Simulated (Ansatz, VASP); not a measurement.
**CaO: VASP beside Ansatz**

INCAR

```
PREC = Accurate ; ENCUT = 520
EDIFF = 1E-6 ; ISMEAR = 0
SIGMA = 0.05 ; LREAL = False
LASPH = True ; NELM = 80
ALGO = Normal ; ISIF = 2
LWAVE = False ; LCHARG = False
GGA = PE ; NBANDS = 15
```

The input KPOINTS:

```
Automatic mesh
0
Gamma
  8 8 8
```

File POSCAR:

```
CaO
1.0
    0.0000000000      2.4245100000      2.4490000000
    2.4734900000      0.0000000000      2.4490000000
    2.4734900000      2.4245100000      0.0000000000
Ca O
1 1
Direct
    0.0000000000      0.0000000000      0.0000000000
    0.5000000000      0.5000000000      0.5000000000
```

Input for Ansatz:

```yaml
crystal:
  lattice:
    - [0.0, 2.42451, 2.449]
    - [2.47349, 0.0, 2.449]
    - [2.47349, 2.42451, 0.0]
  atoms:
    - { symbol: Ca, position: [0.0, 0.0, 0.0] }
    - { symbol: O, position: [0.5, 0.5, 0.5] }
basis:
  ecutwfc: 420
kpoints:
  mp_grid: { grid: [8, 8, 8] }
hamiltonian:
  xc: pbe
scf:
  occupations: { method: gaussian, width: 0.05 }
output:
  forces: true
  stress: true
  eigenvalues: true
```

Change from the starting cell: strain +0.0100 x Voigt [1, -1, 0, 0, 0, 0], atoms carried along.

Alike in both runs: task single point; functional PBE; k mesh 8 × 8 × 8; occupations gaussian, width 0.05 eV; no spin polarisation.

```csv
,VASP,Ansatz
version,VASP 6.6.1,Ansatz 0.2.0
potentials or method,"VASP PAW PBE potentials, release 64 (Ca_sv, O)","scalar-relativistic, plane waves, PAW"
plane-wave cutoff (eV),520,420
valence electrons in the cell,16,16
```

```csv
,VASP,Ansatz,Ansatz less VASP
gap on the k mesh at the Fermi level (eV),3.59,3.61,+0.018
least direct gap on the mesh (eV),4.01,4.03,+0.018
pressure (GPa),-3.5,-3.9,-0.44
largest component of the traceless stress (GPa),1.20,1.14,-0.060
```

A k mesh can miss the band edges.
